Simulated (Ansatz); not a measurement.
# AlN: the cost of one run

Program: Ansatz 0.2.0. Level of theory: DFT PBE, scalar-relativistic, plane waves, PAW. These are calculated values, not measurements.

## (1) Starting point

It takes space group P6_3/mmc (No. 194, hexagonal). Conventional cell: a = 3.312 Å, b = 3.312 Å, c = 4.188 Å, α = 90.00°, β = 90.00°, γ = 120.00°. Around Al (site symmetry -6m2) lie 5 N at 1.91 to 2.09 Å. Around N (site symmetry -6m2) lie 5 Al at 1.91 to 2.09 Å.

Structure file:

```
CELL_PARAMETERS angstrom
-4.96817 2.86838 4.18756
4.96817 -2.86838 4.18756
4.96817 8.60513 -4.18756
ATOMIC_POSITIONS crystal
Al 0.54167 0.37500 0.16667
Al 0.04167 0.87500 0.16667
Al 0.87500 0.20833 0.33333
Al 0.37500 0.70833 0.33333
Al 0.20833 0.04167 0.50000
Al 0.70833 0.54167 0.50000
Al 0.54167 0.87500 0.66667
Al 0.04167 0.37500 0.66667
Al 0.87500 0.70833 0.83333
Al 0.37500 0.20833 0.83333
Al 0.20833 0.54167 0.00000
Al 0.70833 0.04167 0.00000
Al 0.12500 0.29167 0.16667
Al 0.62500 0.79167 0.16667
Al 0.45833 0.12500 0.33333
Al 0.95833 0.62500 0.33333
Al 0.79167 0.95833 0.50000
Al 0.29167 0.45833 0.50000
Al 0.12500 0.79167 0.66667
Al 0.62500 0.29167 0.66667
Al 0.45833 0.62500 0.83333
Al 0.95833 0.12500 0.83333
Al 0.79167 0.45833 0.00000
Al 0.29167 0.95833 0.00000
N 0.29167 0.12500 0.16667
N 0.79167 0.62500 0.16667
N 0.62500 0.95833 0.33333
N 0.12500 0.45833 0.33333
N 0.95833 0.79167 0.50000
N 0.45833 0.29167 0.50000
N 0.29167 0.62500 0.66667
N 0.79167 0.12500 0.66667
N 0.62500 0.45833 0.83333
N 0.12500 0.95833 0.83333
N 0.95833 0.29167 0.00000
N 0.45833 0.79167 0.00000
N 0.37500 0.54167 0.16667
N 0.87500 0.04167 0.16667
N 0.70833 0.37500 0.33333
N 0.20833 0.87500 0.33333
N 0.04167 0.20833 0.50000
N 0.54167 0.70833 0.50000
N 0.37500 0.04167 0.66667
N 0.87500 0.54167 0.66667
N 0.70833 0.87500 0.83333
N 0.20833 0.37500 0.83333
N 0.04167 0.70833 0.00000
N 0.54167 0.20833 0.00000
```

The runs take a perfect supercell of 48 atoms; the defect goes to fractional position (0.542, 0.375, 0.167).

## (2) The perfect supercell

The input, input.yaml:

```yaml
crystal:
  lattice:
    - [-4.968174, 2.868376, 4.187563]
    - [4.968174, -2.868376, 4.187563]
    - [4.968174, 8.605129, -4.187563]
  atoms:
    - { symbol: Al, position: [0.541666, 0.375, 0.166667] }
    - { symbol: Al, position: [0.041666, 0.875, 0.166667] }
    - { symbol: Al, position: [0.875, 0.208334, 0.333333] }
    - { symbol: Al, position: [0.375, 0.708334, 0.333333] }
    - { symbol: Al, position: [0.208333, 0.041667, 0.5] }
    - { symbol: Al, position: [0.708333, 0.541667, 0.5] }
    - { symbol: Al, position: [0.541666, 0.875, 0.666667] }
    - { symbol: Al, position: [0.041666, 0.375, 0.666667] }
    - { symbol: Al, position: [0.875, 0.708334, 0.833333] }
    - { symbol: Al, position: [0.375, 0.208334, 0.833333] }
    - { symbol: Al, position: [0.208333, 0.541667, 0.0] }
    - { symbol: Al, position: [0.708333, 0.041667, 0.0] }
    - { symbol: Al, position: [0.125, 0.291666, 0.166667] }
    - { symbol: Al, position: [0.625, 0.791666, 0.166667] }
    - { symbol: Al, position: [0.458334, 0.125, 0.333333] }
    - { symbol: Al, position: [0.958334, 0.625, 0.333333] }
    - { symbol: Al, position: [0.791667, 0.958333, 0.5] }
    - { symbol: Al, position: [0.291667, 0.458333, 0.5] }
    - { symbol: Al, position: [0.125, 0.791666, 0.666667] }
    - { symbol: Al, position: [0.625, 0.291666, 0.666667] }
    - { symbol: Al, position: [0.458334, 0.625, 0.833333] }
    - { symbol: Al, position: [0.958334, 0.125, 0.833333] }
    - { symbol: Al, position: [0.791667, 0.458333, 0.0] }
    - { symbol: Al, position: [0.291667, 0.958333, 0.0] }
    - { symbol: "N", position: [0.291666, 0.125, 0.166667] }
    - { symbol: "N", position: [0.791666, 0.625, 0.166667] }
    - { symbol: "N", position: [0.625, 0.958334, 0.333333] }
    - { symbol: "N", position: [0.125, 0.458334, 0.333333] }
    - { symbol: "N", position: [0.958333, 0.791667, 0.5] }
    - { symbol: "N", position: [0.458333, 0.291667, 0.5] }
    - { symbol: "N", position: [0.291666, 0.625, 0.666667] }
    - { symbol: "N", position: [0.791666, 0.125, 0.666667] }
    - { symbol: "N", position: [0.625, 0.458334, 0.833333] }
    - { symbol: "N", position: [0.125, 0.958334, 0.833333] }
    - { symbol: "N", position: [0.958333, 0.291667, 0.0] }
    - { symbol: "N", position: [0.458333, 0.791667, 0.0] }
    - { symbol: "N", position: [0.375, 0.541666, 0.166667] }
    - { symbol: "N", position: [0.875, 0.041666, 0.166667] }
    - { symbol: "N", position: [0.708334, 0.375, 0.333333] }
    - { symbol: "N", position: [0.208334, 0.875, 0.333333] }
    - { symbol: "N", position: [0.041667, 0.208333, 0.5] }
    - { symbol: "N", position: [0.541667, 0.708333, 0.5] }
    - { symbol: "N", position: [0.375, 0.041666, 0.666667] }
    - { symbol: "N", position: [0.875, 0.541666, 0.666667] }
    - { symbol: "N", position: [0.708334, 0.875, 0.833333] }
    - { symbol: "N", position: [0.208334, 0.375, 0.833333] }
    - { symbol: "N", position: [0.041667, 0.708333, 0.0] }
    - { symbol: "N", position: [0.541667, 0.208333, 0.0] }
basis:
  ecutwfc: 420
  fft_grid_basis: typed
kpoints:
  mp_grid: { grid: [2, 2, 2] }
hamiltonian:
  xc: pbe
  pseudopotentials: { kind: paw }
scf:
  occupations: { method: gaussian, width: 0.05 }
output:
  forces: true
  stress: false
  eigenvalues: true
  bader: false
  write_density: true
  volumetric_format: npy
```

Command:

```sh
$ ansatz run input.yaml --threads 4 --pin off --max-ram 10240MiB --backend cpu --events-out ev --progress --plain --runs-dir out
```

What time and memory should one allow on 4 threads of AMD EPYC 9R45 (Zen 5), shared host?

About 2.4 s, with a peak of 1.8 GiB.
